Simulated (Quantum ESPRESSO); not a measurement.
# WC (Fm-3m) in Quantum ESPRESSO: further runs

The runs below take WC through phonons, with revPBE, RPBE, vdW-DF-cx, PBEsol.

Everything below comes from runs of Quantum ESPRESSO 7.5. Logs are shortened: lines on timing, memory, paths and dates and some standing lists are left out, and cuts for length are marked.

## (1) The crystal as given

Symmetry: Fm-3m, No. 225, cubic system. Conventional cell: a = 4.385 Å, b = 4.385 Å, c = 4.385 Å, α = 90.00°, β = 90.00°, γ = 90.00°. Around W (site symmetry m-3m) lie 6 C at 2.19 Å. C (site symmetry m-3m) is surrounded by 6 W at 2.19 Å.

Measurements of this composition are mostly on another form, of space group No. 187.

## (2) Phonons, revPBE

File pw.in:

```
&CONTROL
  calculation = 'scf'
  prefix = 'pwscf'
  outdir = './tmp'
  pseudo_dir = './pseudo'
  tprnfor = .true.
  tstress = .true.
  disk_io = 'low'
/
&SYSTEM
  ibrav = 0
  nat = 2
  ntyp = 2
  ecutwfc = 56
  ecutrho = 448
  nbnd = 15
  input_dft = 'revpbe'
  occupations = 'smearing'
  smearing = 'mv'
  degauss = 0.01469973
/
&ELECTRONS
  conv_thr = 4d-10
  electron_maxstep = 120
  mixing_beta = 0.5
/
ATOMIC_SPECIES
W    183.8400 w_pbe_v1.2.uspp.F.UPF
C     12.0110 c_pbe_v1.2.uspp.F.UPF
CELL_PARAMETERS angstrom
   0.0000000000    2.1926840000    2.1926840000
   2.1926840000    0.0000000000    2.1926840000
   2.1926840000    2.1926840000    0.0000000000
ATOMIC_POSITIONS angstrom
W      0.0000000000    0.0000000000    0.0000000000
C      2.1926840000    2.1926840000    2.1926840000
K_POINTS automatic
7 7 7 0 0 0
```

File relax.in:

```
&CONTROL
  calculation = 'vc-relax'
  prefix = 'pwscf'
  outdir = './tmp'
  pseudo_dir = './pseudo'
  tprnfor = .true.
  tstress = .true.
  disk_io = 'low'
  nstep = 40
  forc_conv_thr = 0.0001
  etot_conv_thr = 1d-06
/
&SYSTEM
  ibrav = 0
  nat = 2
  ntyp = 2
  ecutwfc = 56
  ecutrho = 448
  nbnd = 15
  input_dft = 'revpbe'
  occupations = 'smearing'
  smearing = 'mv'
  degauss = 0.01469973
/
&ELECTRONS
  conv_thr = 4d-10
  electron_maxstep = 120
  mixing_beta = 0.5
/
&IONS
  ion_dynamics = 'bfgs'
/
&CELL
  cell_dynamics = 'bfgs'
  press = 0
  press_conv_thr = 0.2
/
ATOMIC_SPECIES
W    183.8400 w_pbe_v1.2.uspp.F.UPF
C     12.0110 c_pbe_v1.2.uspp.F.UPF
CELL_PARAMETERS angstrom
   0.0000000000    2.1926840000    2.1926840000
   2.1926840000    0.0000000000    2.1926840000
   2.1926840000    2.1926840000    0.0000000000
ATOMIC_POSITIONS angstrom
W      0.0000000000    0.0000000000    0.0000000000
C      2.1926840000    2.1926840000    2.1926840000
K_POINTS automatic
7 7 7 0 0 0
```

File scf2.in:

```
&CONTROL
  calculation = 'scf'
  prefix = 'pwscf'
  outdir = './tmp'
  pseudo_dir = './pseudo'
  tprnfor = .true.
  tstress = .true.
  disk_io = 'low'
/
&SYSTEM
  ibrav = 0
  nat = 2
  ntyp = 2
  ecutwfc = 56
  ecutrho = 448
  nbnd = 15
  input_dft = 'revpbe'
  occupations = 'smearing'
  smearing = 'mv'
  degauss = 0.01469973
/
&ELECTRONS
  conv_thr = 1d-13
  electron_maxstep = 120
  mixing_beta = 0.5
  startingpot = 'file'
  startingwfc = 'file'
/
ATOMIC_SPECIES
W    183.8400 w_pbe_v1.2.uspp.F.UPF
C     12.0110 c_pbe_v1.2.uspp.F.UPF
CELL_PARAMETERS angstrom
   0.0000000000    2.1951296999    2.1951296999
   2.1951296999    0.0000000000    2.1951296999
   2.1951296999    2.1951296999    0.0000000000
ATOMIC_POSITIONS angstrom
W      0.0000000000    0.0000000000    0.0000000000
C      2.1951296999    2.1951296999    2.1951296999
K_POINTS automatic
7 7 7 0 0 0
```

File ph.in:

```
phonons of WC
&INPUTPH
  prefix = 'pwscf'
  outdir = './tmp'
  tr2_ph = 1d-18
  fildyn = 'dyn'
  niter_ph = 90
  alpha_mix(1) = 0.4
/
0.0000000000 0.0000000000 0.0000000000
```

File dynmat.in:

```
&INPUT
  fildyn = 'dyn'
  asr = 'crystal'
  filout = 'dynmat.disp'
  fileig = 'dynmat.eig'
/
```

Potentials or basis: GBRV 1.5 PBE.

The run is started by

```bash
$ OMP_NUM_THREADS=1 pw.x -in pw.in > pw.out
$ OMP_NUM_THREADS=1 pw.x -in relax.in > relax.out
$ OMP_NUM_THREADS=1 pw.x -in scf2.in > scf2.out
$ OMP_NUM_THREADS=1 ph.x -in ph.in > ph.out
$ OMP_NUM_THREADS=1 dynmat.x -in dynmat.in > dynmat.out
```

pw.out:

```text
This program is part of the open-source Quantum ESPRESSO suite
     for quantum simulation of materials; please cite
         "P. Giannozzi et al., J. Phys.:Condens. Matter 21 395502 (2009);
         "P. Giannozzi et al., J. Phys.:Condens. Matter 29 465901 (2017);
         "P. Giannozzi et al., J. Chem. Phys. 152 154105 (2020);
     in publications or presentations arising from this work. More details at

     IMPORTANT: XC functional enforced from input :
     Exchange-correlation= REVPBE
                           (   1   4   4   4   0   0   0)
     Any further DFT definition will be discarded
     Please, verify this is what you really want

     Message from routine setup:
     using ibrav=0 with symmetry is DISCOURAGED, use correct ibrav instead

     G-vector sticks info
     --------------------
     sticks:   dense  smooth     PW     G-vecs:    dense   smooth      PW
     Sum        1069     517    163                22899     7991    1459

     Using Slab Decomposition

     bravais-lattice index     =            0
     lattice parameter (alat)  =       5.8599  a.u.
     unit-cell volume          =     142.2836 (a.u.)^3
     number of atoms/cell      =            2
     number of atomic types    =            2
     number of electrons       =        18.00
     number of Kohn-Sham states=           15
     kinetic-energy cutoff     =      56.0000  Ry
     charge density cutoff     =     448.0000  Ry
     scf convergence threshold =      4.0E-10
     mixing beta               =       0.5000
     number of iterations used =            8  plain     mixing
     Exchange-correlation= REVPBE
                           (   1   4   4   4   0   0   0)

     celldm(1)=   5.859896  celldm(2)=   0.000000  celldm(3)=   0.000000
     celldm(4)=   0.000000  celldm(5)=   0.000000  celldm(6)=   0.000000

[... 8 lines left out ...]
               b(3) = (  0.707107  0.707107 -0.707107 )

     PseudoPot. # 1 for W  read from file:
     w_pbe_v1.2.uspp.F.UPF
     Pseudo is Ultrasoft + core correction, Zval = 14.0
     Generated by new atomic code, or converted to UPF format
     Using radial grid of  923 points,  8 beta functions with:
                l(1) =   0
                l(2) =   0
                l(3) =   0
                l(4) =   1
                l(5) =   1
                l(6) =   2
                l(7) =   2
                l(8) =   3
     Q(r) pseudized with  6 coefficients,  rinner =    1.350   1.350   1.350
                                                       1.350   1.350   1.350
                                                       1.350

     PseudoPot. # 2 for C  read from file:
     c_pbe_v1.2.uspp.F.UPF
     Pseudo is Ultrasoft + core correction, Zval =  4.0
     Generated by new atomic code, or converted to UPF format
     Using radial grid of  721 points,  4 beta functions with:
                l(1) =   0
                l(2) =   0
                l(3) =   1
                l(4) =   1
     Q(r) pseudized with  8 coefficients,  rinner =    1.100   1.100   1.100

     atomic species   valence    mass     pseudopotential
     W                14.00   183.84000     W ( 1.00)
     C                 4.00    12.01100     C ( 1.00)

     48 Sym. Ops., with inversion, found

   Cartesian axes

     site n.     atom                  positions (alat units)
         1        W      tau(   1) = (   0.0000000   0.0000000   0.0000000  )
         2        C      tau(   2) = (   0.7071068   0.7071068   0.7071068  )

     number of k points=    20  Marzari-Vanderbilt smearing, width (Ry)=  0.0147
                       cart. coord. in units 2pi/alat
        k(    1) = (   0.0000000   0.0000000   0.0000000), wk =   0.0058309
        k(    2) = (   0.1010153   0.1010153  -0.1010153), wk =   0.0466472
        k(    3) = (   0.2020305   0.2020305  -0.2020305), wk =   0.0466472
        k(    4) = (   0.3030458   0.3030458  -0.3030458), wk =   0.0466472
        k(    5) = (   0.2020305  -0.0000000   0.0000000), wk =   0.0349854
        k(    6) = (   0.3030458   0.1010153  -0.1010153), wk =   0.1399417
[... 12 lines left out ...]
        k(   19) = (  -0.1010153  -0.5050763   0.7071068), wk =   0.1399417
        k(   20) = (   0.0000000  -0.4040610   0.6060915), wk =   0.1399417

     Dense  grid:    22899 G-vectors     FFT dimensions: (  40,  40,  40)

     Smooth grid:     7991 G-vectors     FFT dimensions: (  27,  27,  27)

     Initial potential from superposition of free atoms

     starting charge      17.8996, renormalised to      18.0000

     negative rho (up, down):  6.189E-02 0.000E+00
     Starting wfcs are   17 randomized atomic wfcs

     Self-consistent Calculation

     iteration #  1     ecut=    56.00 Ry     beta= 0.50
     Davidson diagonalization with overlap
     ethr =  1.00E-02,  avg # of iterations =  2.9

     negative rho (up, down):  6.306E-02 0.000E+00

     total energy              =    -170.39206452 Ry
     estimated scf accuracy    <       0.60271973 Ry

     iteration #  2     ecut=    56.00 Ry     beta= 0.50
     Davidson diagonalization with overlap
     ethr =  3.35E-03,  avg # of iterations =  2.1

     negative rho (up, down):  6.477E-02 0.000E+00

     total energy              =    -170.56298619 Ry
     estimated scf accuracy    <       0.33294976 Ry

     iteration #  3     ecut=    56.00 Ry     beta= 0.50
     Davidson diagonalization with overlap
     ethr =  1.85E-03,  avg # of iterations =  1.5

     negative rho (up, down):  6.580E-02 0.000E+00

     total energy              =    -170.62417037 Ry
     estimated scf accuracy    <       0.00257808 Ry

     iteration #  4     ecut=    56.00 Ry     beta= 0.50
     Davidson diagonalization with overlap
     ethr =  1.43E-05,  avg # of iterations =  2.7

     negative rho (up, down):  6.673E-02 0.000E+00

     total energy              =    -170.62456698 Ry
     estimated scf accuracy    <       0.00025738 Ry

     iteration #  5     ecut=    56.00 Ry     beta= 0.50
     Davidson diagonalization with overlap
     ethr =  1.43E-06,  avg # of iterations =  2.7

     negative rho (up, down):  6.667E-02 0.000E+00

     total energy              =    -170.62457196 Ry
     estimated scf accuracy    <       0.00009511 Ry

     iteration #  6     ecut=    56.00 Ry     beta= 0.50
     Davidson diagonalization with overlap
     ethr =  5.28E-07,  avg # of iterations =  1.0

     negative rho (up, down):  6.656E-02 0.000E+00

     total energy              =    -170.62457394 Ry
     estimated scf accuracy    <       0.00001234 Ry

     iteration #  7     ecut=    56.00 Ry     beta= 0.50
     Davidson diagonalization with overlap
     ethr =  6.86E-08,  avg # of iterations =  1.9

     negative rho (up, down):  6.652E-02 0.000E+00

     total energy              =    -170.62457606 Ry
     estimated scf accuracy    <       0.00000024 Ry

     iteration #  8     ecut=    56.00 Ry     beta= 0.50
     Davidson diagonalization with overlap
     ethr =  1.35E-09,  avg # of iterations =  3.3

     negative rho (up, down):  6.650E-02 0.000E+00

     total energy              =    -170.62457609 Ry
     estimated scf accuracy    <       0.00000024 Ry

     iteration #  9     ecut=    56.00 Ry     beta= 0.50
     Davidson diagonalization with overlap
     ethr =  1.32E-09,  avg # of iterations =  2.0

     negative rho (up, down):  6.650E-02 0.000E+00

     total energy              =    -170.62457614 Ry
     estimated scf accuracy    <          5.6E-09 Ry

     iteration # 10     ecut=    56.00 Ry     beta= 0.50
     Davidson diagonalization with overlap
     ethr =  3.11E-11,  avg # of iterations =  2.4

     negative rho (up, down):  6.650E-02 0.000E+00

     End of self-consistent calculation

          k = 0.0000 0.0000 0.0000 (   965 PWs)   bands (ev):

   -53.6587 -17.6352 -17.6352 -17.6352   6.0628  19.1297  19.1297  19.1297
    20.8091  20.8091  20.8091  20.9133  20.9133  28.3497  31.5592

          k = 0.1010 0.1010-0.1010 (   989 PWs)   bands (ev):

   -53.6519 -17.7485 -17.6475 -17.6475   6.6216  17.5356  18.0659  18.0659
    19.9087  19.9087  21.3686  23.9744  23.9744  29.3100  32.7790

          k = 0.2020 0.2020-0.2020 (   995 PWs)   bands (ev):

   -53.6364 -17.9956 -17.6748 -17.6748   8.1109  15.0457  16.3217  16.3217
    21.2049  21.2049  22.1614  27.3560  27.3560  30.0896  34.2798

          k = 0.3030 0.3030-0.3030 (  1011 PWs)   bands (ev):

   -53.6241 -18.1870 -17.6965 -17.6965  10.0412  12.7345  15.4063  15.4063
    22.6504  22.6504  23.6465  27.5991  30.1011  30.1011  34.2457

          k = 0.2020-0.0000 0.0000 (   994 PWs)   bands (ev):

   -53.6496 -17.7402 -17.6744 -17.6744   6.7747  16.7424  18.3788  18.5579
    18.5579  21.2103  22.3025  22.3025  24.8005  29.9452  33.2318

          k = 0.3030 0.1010-0.1010 (  1000 PWs)   bands (ev):

   -53.6370 -17.9229 -17.7108 -17.7013   7.8335  15.0965  16.7600  17.4906
    19.4478  21.7983  23.0114  24.7312  27.1130  31.3693  34.6759

          k = 0.4041 0.2020-0.2020 (  1010 PWs)   bands (ev):

   -53.6236 -18.1168 -17.7449 -17.7293   9.3502  13.5562  15.6861  16.1892
    20.8478  22.9878  23.8272  27.5174  28.5150  30.8837  33.8085

          k =-0.2020-0.4041 0.4041 (  1006 PWs)   bands (ev):

   -53.6195 -18.1727 -17.7800 -17.7163  10.2094  12.6847  15.5693  15.5827
    22.4784  22.6943  23.7820  28.0503  29.4577  30.0312  34.0257

          k =-0.1010-0.3030 0.3030 (  1006 PWs)   bands (ev):

   -53.6277 -18.0573 -17.7747 -17.6814   8.9691  14.0104  15.7731  16.1222
    21.1846  22.4378  23.4627  26.1617  29.8414  29.9582  34.6488

          k =-0.0000-0.2020 0.2020 (   995 PWs)   bands (ev):

   -53.6422 -17.8671 -17.7176 -17.6507   7.4593  16.0593  16.7510  17.0447
    19.9486  21.5650  22.5710  23.7508  27.1384  30.3967  34.1657

          k = 0.4041-0.0000 0.0000 (  1010 PWs)   bands (ev):

   -53.6290 -17.9640 -17.7618 -17.7618   8.1045  14.6952  17.0660  18.5659
    18.5659  21.9432  24.1289  24.1289  27.0653  32.7120  34.7459

          k = 0.5051 0.1010-0.1010 (  1010 PWs)   bands (ev):

   -53.6185 -18.0738 -17.8240 -17.7894   8.6753  14.7169  16.1782  17.7792
    19.3511  23.2632  24.2464  24.9604  28.3729  31.0761  33.1714

          k =-0.1010-0.5051 0.5051 (  1003 PWs)   bands (ev):

   -53.6133 -18.0911 -17.9223 -17.7733   9.3526  14.2549  15.8318  16.5840
    20.6721  23.1804  24.1161  27.4253  27.4486  31.5093  33.1109

          k = 0.0000-0.4041 0.4041 (  1011 PWs)   bands (ev):

   -53.6174 -18.0551 -17.9300 -17.7254   9.6804  13.5447  15.8282  15.8724
    21.9930  22.6412  24.1634  25.5555  30.0763  31.0401  33.7257

          k = 0.6061-0.0000 0.0000 (  1006 PWs)   bands (ev):

   -53.6125 -18.1323 -17.8314 -17.8314   8.3326  15.8008  16.2298  19.2067
    19.2067  22.6163  24.2571  24.2571  28.1126  28.9716  33.8558

          k =-0.0000-0.6061 0.6061 (  1005 PWs)   bands (ev):

   -53.6102 -18.1258 -17.8901 -17.8243   8.5715  15.7850  16.1232  18.1612
    19.4314  23.8503  24.2535  24.4736  27.1627  30.1046  33.5474

          k = 0.4041 0.2020 0.0000 (  1007 PWs)   bands (ev):

   -53.6255 -18.0209 -17.8139 -17.7223   8.7396  14.2843  16.2650  16.6035
    20.1687  23.1062  23.9985  24.7224  28.6784  31.9574  33.7714

          k =-0.2020-0.4041 0.6061 (  1013 PWs)   bands (ev):

   -53.6162 -18.0970 -17.8782 -17.7584   9.5545  13.7801  15.7785  16.1377
    21.4396  22.9072  23.9739  26.5896  28.7698  31.4657  33.6376

          k =-0.1010-0.5051 0.7071 (  1009 PWs)   bands (ev):

   -53.6120 -18.0917 -17.8906 -17.8264   8.8564  15.4017  15.9013  16.9114
    20.5097  23.6065  24.2483  24.6676  27.7771  31.1472  33.5273

          k = 0.0000-0.4041 0.6061 (  1014 PWs)   bands (ev):

   -53.6110 -18.0220 -17.9940 -17.8147   9.2612  14.8738  15.8384  16.2823
    21.5103  22.7278  24.2620  25.9763  27.0193  33.2559  33.9660

     the Fermi energy is    21.6430 ev

!    total energy              =    -170.62457614 Ry
     estimated scf accuracy    <          3.3E-10 Ry
     smearing contrib. (-TS)   =       0.00051602 Ry
     internal energy E=F+TS    =    -170.62509216 Ry

     The total energy is F=E-TS. E is the sum of the following terms:
     one-electron contribution =     -10.43795485 Ry
     hartree contribution      =      16.78223524 Ry
     xc contribution           =     -44.95274776 Ry
     ewald contribution        =    -132.01662479 Ry

     convergence has been achieved in  10 iterations

     negative rho (up, down):  6.650E-02 0.000E+00

     Forces acting on atoms (cartesian axes, Ry/au):

     atom    1 type  1   force =    -0.00000000    0.00000000   -0.00000000
     atom    2 type  2   force =     0.00000000   -0.00000000    0.00000000

     Total force =     0.000000     Total SCF correction =     0.000000

     Computing stress (Cartesian axis) and pressure

     negative rho (up, down):  6.650E-02 0.000E+00
          total   stress  (Ry/bohr**3)                   (kbar)     P=       12.29
   0.00008356  -0.00000000   0.00000000           12.29       -0.00        0.00
  -0.00000000   0.00008356  -0.00000000           -0.00       12.29       -0.00
   0.00000000  -0.00000000   0.00008356            0.00       -0.00       12.29

=------------------------------------------------------------------------------=
   JOB DONE.
=------------------------------------------------------------------------------=
```

Wall time 2.7 min (1 thread of Arm Neoverse V1, shared host); peak memory 0.2 GiB.

Results:

```yaml
Free_energy: -2321.4659 eV
Relaxed_volume: 10.58 Å³/atom
Relaxed_cell: a = 3.104 Å, b = 3.104 Å, c = 3.104 Å, α = 60.00°, β = 60.00°, γ = 60.00°
Space_group_after_relaxing_to_0.05_Å: Fm-3m (No. 225)
Pressure_after_relaxing: 0.0 GPa
Band_gap_on_the_k_mesh: none (metal or under the smearing width)
Highest_phonon_frequency_at_Γ: 397 cm⁻¹
```

Step by step:
| step | energy change (eV) | largest force (eV/Å) | pressure (GPa) | volume (Å³) |
| --- | --- | --- | --- | --- |
| 1 | 0.0000 | 0.0000 | 1.23 | 21.08 |
| 2 | -0.0001 | 0.0000 | -1.04 | 21.22 |
| 3 | -0.0003 | 0.0000 | -0.01 | 21.16 |
| 4 | -0.0003 | 0.0000 | 0.01 | 21.15 |

Final structure:
```
W C
1.0
     0.00000    2.19513    2.19513
     2.19513    0.00000    2.19513
     2.19513    2.19513    0.00000
W C
1 1
Direct
  0.00000 0.00000 0.00000
  0.50000 0.50000 0.50000
```

Phonon frequencies in cm⁻¹ (negative: imaginary):
| q point | frequencies |
| --- | --- |
| (0.000, 0.000, 0.000) | -1 -1 -1 397 397 397 |

Optical modes at Γ, degenerate ones joined:
| cm⁻¹ | components | symmetry | active in |
| --- | --- | --- | --- |
| 397 | 3 | T1u | IR |

Caveat: the k mesh is coarse; the mesh is thin for the phonons of a metal; the potentials were made for another functional, which shifts forces and pressure. Spin-orbit coupling is left out, which matters for the levels of W.

(Continued in part 2 of 4.)
